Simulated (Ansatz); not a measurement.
Program: Ansatz. Geometries: PBE0-D4/def2-TZVP. ΔE: electronic, gas phase. CCSD(T)/CBS adds triple-zeta CCSD(T) − MP2 to the extrapolated MP2 energy (def2 sets, frozen cores). This one scheme is used for every species. Functionals use def2-TZVPP. For Ge, Se outer-core shells are correlated without core-valence functions, which leaves a few kJ/mol of doubt a bond. Scalar relativity is left out up to krypton. One conformer a species, not always the lowest.

Reaction (ligand exchange at a Ge–C bond): `F[C](F)(F)[Ge]([Cl])([Cl])[Cl]` + H₂Se → `[Cl][Ge]([Cl])([Cl])[SeH]` + `FC(F)F`

```
                         species  ωB97X-V energy (Eh)
`F[C](F)(F)[Ge]([Cl])([Cl])[Cl]`          -3795.06650
                            H₂Se          -2402.52733
     `[Cl][Ge]([Cl])([Cl])[SeH]`          -5859.35112
                        `FC(F)F`           -338.28251
```

Question: Work out ΔE.

Answer: ΔE = (-5859.35112) + (-338.28251) − (-3795.06650) − (-2402.52733) = -0.03980 Eh = -104.5 kJ/mol. CCSD(T)/CBS gives -113.9 kJ/mol.

Largest T1 diagnostic among the species: 0.012.

Leaving LDA and LC-ωPBE aside and taking each functional with its dispersion term where it has one, the values, not all of them listed here, spread over 16.2 kJ/mol, from BHLYP-D4 to BLYP-D4. LDA lies +6.6 kJ/mol from PBE without D4. From r2SCAN to r2SCAN0 (25 % exact exchange), in def2-TZVPP and without D4, ΔE moves by −7.7 kJ/mol. At CCSD(T), def2-SVP lies +12.1 kJ/mol from the extrapolated value and def2-TZVPP +4.4 kJ/mol.
